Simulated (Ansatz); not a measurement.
**Charge transition levels of the Sn interstitial in SnS₂, term by term**

These are results of Ansatz 0.2.0, DFT PBE, scalar-relativistic, plane waves, PAW, not measurements. (420 eV cutoff, 2×2×2 k-mesh, shifted by half a step, Gaussian smearing of 0.01 eV, collinear spin in charge +1, +3 alone)

Host crystal, relaxed:

```xyz
3
Lattice="3.7031 0.0000 0.0000 -1.8516 3.2070 0.0000 0.0000 0.0000 6.8277" Properties=species:S:1:pos:R:3 pbc="T T T"
Sn    0.0000    0.0000    0.0000
S     0.0000    2.1380    1.4779
S     1.8516    1.0690    5.3498
```

The Sn interstitial was set at (0.312, 0.625, 0.571) of the host cell, in a supercell of 27 sites (730 Å³), relaxed at fixed cell in each charge q, from a start with the atoms near it displaced at random. In charges +3, +2, +1, 0 some atom moved by up to 2.3 Å, so the relaxed defect can differ in kind from the start: near the site, 1 S at 2.43 Å, 2 S at 2.53 Å, 1 S at 2.69 Å became 2 S at 2.87 Å, 3 S at 2.88 Å, 1 S at 2.89 Å (charge +3); 6 S at 2.90 Å (charge +2); 2 S at 2.88 Å, 4 S at 2.89 Å (charge +1); 4 S at 2.86 Å, 2 S at 2.87 Å (charge 0). The host's Kohn–Sham gap is 1.53 eV and its static dielectric constant 12.3 (mean). For each charge: the supercell's free energy over the neutral one with q electrons exchanged at the valence band top, F(q) − F(0) + qE_v; the image-charge term; and the term that aligns the potential far from the defect with the host's.

```json
{"q": "+3", "F(q) − F(0) + qE_v (eV)": "-4.917", "image charge (eV)": "1.962", "alignment (eV)": "0.749"}
{"q": "+2", "F(q) − F(0) + qE_v (eV)": "-4.191", "image charge (eV)": "0.872", "alignment (eV)": "0.748"}
{"q": "+1", "F(q) − F(0) + qE_v (eV)": "-2.159", "image charge (eV)": "0.218", "alignment (eV)": "0.506"}
{"q": "0", "F(q) − F(0) + qE_v (eV)": "0.000", "image charge (eV)": "0.000", "alignment (eV)": "0.000"}
```

**Question.** Add the terms and find the levels between neighbouring charges, ε(q/q′) = [A(q′) − A(q)]/(q − q′), with and without the two corrections.

**Answer.** A(q): -2.206 eV for +3, -2.571 eV for +2, -1.435 eV for +1, 0.000 eV for 0.
| level | corrected (eV over E_v) | uncorrected (eV) |
| --- | --- | --- |
| (+3/+2) | -0.36 | 0.73 |
| (+2/+1) | 1.14 | 2.03 |
| (+1/0) | 1.43 | 2.16 |

As a check, a point charge in a simple cubic cell of this volume has q²αe²/(2εL) = 0.184 q² eV (e² = 14.40 eV Å, α = 2.837, L = 9.00 Å); the shape of the real cell and the anisotropy of ε can change it somewhat. The term grows as q², so it pushes donor levels down and acceptor levels up. The program doubts the alignment for q = +3, so levels beside it are uncertain by about that term.

**Question.** Which of these charges is lowest with the Fermi level at the valence band top, at mid-gap and at the conduction band bottom?

**Answer.** The line A(q) + qE_F that lies lowest gives the charge: +2 at E_F = 0.00 eV, +2 at E_F = 0.77 eV, 0 at E_F = 1.53 eV. (+3/+2) falls outside this Kohn–Sham gap, so the change of charge isn't reached within it; the real gap is usually wider and may hold a localised level, while a level that comes from a carrier in the host's bands only marks the band edge and moves with it. In charge +3, +1 the cell has partly filled levels, from a carrier spread over the host's bands, a defect level that the small cell broadens into a band, or a degenerate defect level, so the levels beside it are doubtful. In charge +3 the extra carrier sits in the host's bands, sampled away from their edge; a term of -0.36 eV would put the level beside it at that edge (it also undoes corrections that don't apply to a spread carrier) and isn't included above. Without the alignment that the program doubts, the level (+3/+2) would lie at 0.38 eV, inside the gap, so these runs don't decide whether the defect changes charge there. Charges beyond those computed could lie lower near the band edges.

**Question.** The neutral defect forms at 0.05 eV with atoms taken from and returned to the elements. What are the formation energies at those three Fermi levels, and what share of sites would hold the defect at 1200 K with E_F at mid-gap, if the host still stood at that temperature?

**Answer.** E_f = E_f(0) + A(q) + qE_F = -2.52, -0.99, 0.05 eV. With E_f this low the dilute formula fails: the defect would form in large numbers and pin the Fermi level, or these chemical potentials lie outside the host's range of stability. This is the Sn-rich limit; a poorer supply of Sn, or a competing compound of it, raises E_f. The small cell and the narrow Kohn–Sham gap leave errors of tenths of an eV or more.

The interstitial acts as a double donor: +2 is the lowest of the computed charges at mid-gap, whether or not the corrections are included. This fits the chemistry of tin, which readily gives up its two 5p electrons but holds the deeper 5s pair, so the defect is probably Sn(II) in a host of Sn(IV). The long Sn–S contacts, near 2.9 Å, suit the larger divalent ion. A third ionisation would have to break into the 5s pair or take an electron from the sulfur 3p valence band, so +3 is unlikely to be a true Sn(III) centre.

The contacts barely change between +2 and neutral, which suggests that the two returned electrons enter states derived from the host's conduction band, of Sn 5s and S 3p antibonding character, rather than an orbital of the interstitial. The energies don't settle this: the upper two levels lie high in the gap with the corrections but above the conduction band bottom without them, so the calculation supports donor character but not a donor depth.
